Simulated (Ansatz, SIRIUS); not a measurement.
This is a calculation of Co for SIRIUS 7.12.0.

sirius.json

```json
{
  "control": {
    "processing_unit": "cpu",
    "verbosity": 2,
    "num_bands_to_print": 26,
    "print_forces": true,
    "print_stress": true
  },
  "parameters": {
    "electronic_structure_method": "pseudopotential",
    "xc_functionals": ["XC_GGA_X_PBE_SOL", "XC_GGA_C_PBE_SOL"],
    "gk_cutoff": 9.8,
    "pw_cutoff": 19.6,
    "ngridk": [12, 12, 7],
    "shiftk": [0, 0, 0],
    "smearing": "fermi_dirac",
    "smearing_width": 0.0018374661,
    "num_bands": 26,
    "num_mag_dims": 1,
    "num_dft_iter": 100,
    "energy_tol": 1e-08,
    "density_tol": 1e-06
  },
  "iterative_solver": {
    "type": "davidson",
    "min_tolerance": 1e-10
  },
  "mixer": {
    "type": "anderson",
    "beta": 0.5,
    "max_history": 8
  },
  "settings": {
    "tol_ne": 1e-10,
    "pseudo_grid_cutoff": 6.5,
    "smooth_initial_mag": true
  },
  "unit_cell": {
    "lattice_vectors": [
      [4.700438383496, 0.0, 0.0],
      [-2.350219191748, 4.070699049047, 0.0],
      [0.0, 0.0, 7.678504326493]
    ],
    "atom_coordinate_units": "lattice",
    "atom_types": ["Co"],
    "atom_files": {
      "Co": "Co.json"
    },
    "atoms": {
      "Co": [
        [0.3333333333, 0.6666666667, 0.740139, 0.0, 0.0, 2.0],
        [0.6666666667, 0.3333333333, 0.259861, 0.0, 0.0, 2.0]
      ]
    }
  }
}
```

Potentials or basis: PseudoDojo 0.4.1 PBEsol standard (scalar relativistic).

Launch:

```console
$ upf_to_json Co.upf
$ OMP_NUM_THREADS=1 sirius.scf --input=sirius.json --output=out.json --task=0
```

Q: What does the same run look like in Ansatz 0.2.0? Potentials or basis there: Ansatz PAW, cutoff 420 eV.

A: As run (cutoffs and basis follow the program's own potentials, and thresholds, step limits or extra output files can differ):

The input input.yaml:

```yaml
crystal:
  lattice:
    - [2.4873648738, 0.0, 0.0]
    - [-1.2436824369, 2.1541211692, 0.0]
    - [0.0, 0.0, 4.0632895034]
  atoms:
    - { symbol: Co, position: [0.3333333333, 0.6666666667, 0.740139], spin: 2.0 }
    - { symbol: Co, position: [0.6666666667, 0.3333333333, 0.259861], spin: 2.0 }
hamiltonian:
  xc: pbesol
  pseudopotentials: { kind: paw }
magnetization:
  spin_polarized: true
kpoints:
  mp_grid: { grid: [12, 12, 7] }
scf:
  occupations: { method: fermi_dirac, width: 0.05 }
output:
  forces: true
  stress: true
  eigenvalues: true
```

Potentials or basis: Ansatz PAW.

Command:

```sh
$ ansatz run input.yaml --threads 1 --pin off --max-ram 3584MiB --backend cpu --events-out ev --progress --plain --runs-dir out
```

Both were run:

|  | SIRIUS | Ansatz |
| --- | --- | --- |
| Pressure | -9.4 GPa | -9.3 GPa |
| Largest force | 0.442 eV/Å | 0.443 eV/Å |
| Net moment | 3.27 μB per cell | 3.26 μB per cell |
| Absolute moment | 3.58 μB per cell | 3.56 μB per cell |

Ansatz's pressure holds a Pulay term of +0.20 GPa for its cutoff of 420 eV, which the other run lacks.

Ansatz's potentials were made for PBE.

Where Ansatz's input types no cutoff or centring, it takes its own default and a Γ-centred mesh.

The magnetic state is the one that the start led to; the real crystal's order can differ.

Pressure is positive in compression.
